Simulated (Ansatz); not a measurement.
## Ge — field gradients at the nuclei

The cell is a COD entry, ions relaxed with PBE at fixed cell.

Space group P4_32_12 (No. 96); a = 5.9300, c = 6.9800 Å.

```csv
site,Wyckoff,site symmetry,x,y,z
Ge1,4a,..2,0.0900,0.0900,0.0000
Ge5,8b,1,0.1723,0.3692,0.2594
```

One atom of each set is listed.

The numbers come from a DFT calculation in Ansatz (PBE, plane waves and PAW (field gradients read without the response of the frozen cores, which leaves them typically 4 to 6 % off), scalar-relativistic, 420 eV cutoff, Γ-centred 6×6×5 k-points, Fermi–Dirac smearing 0.05 eV).

Conventions: |V_zz| ≥ |V_yy| ≥ |V_xx|, η = (V_xx − V_yy)/V_zz, C_Q = eQV_zz/h.

⁷³Ge: I = 9/2, Q = -196.0 mb. Nuclear quadrupole moments: year-2017 set (Pyykkö).

Question: Which values are expected at the nuclei?

Answer: 

| site | atoms | first shell | V_xx, V_yy, V_zz (10²¹ V/m²) | η | C_Q (MHz) |
| --- | --- | --- | --- | --- | --- |
| Ge1 | 4 | 4 Ge at 2.49–2.50 Å | -0.50, -3.82, 4.32 | 0.77 | -20.5 |
| Ge5 | 8 | 4 Ge at 2.49–2.52 Å | -0.49, -5.14, 5.63 | 0.83 | -26.7 |

With a gap of 0.5 eV on this mesh, the gradients can still move by some per cent as the k-mesh gets denser.
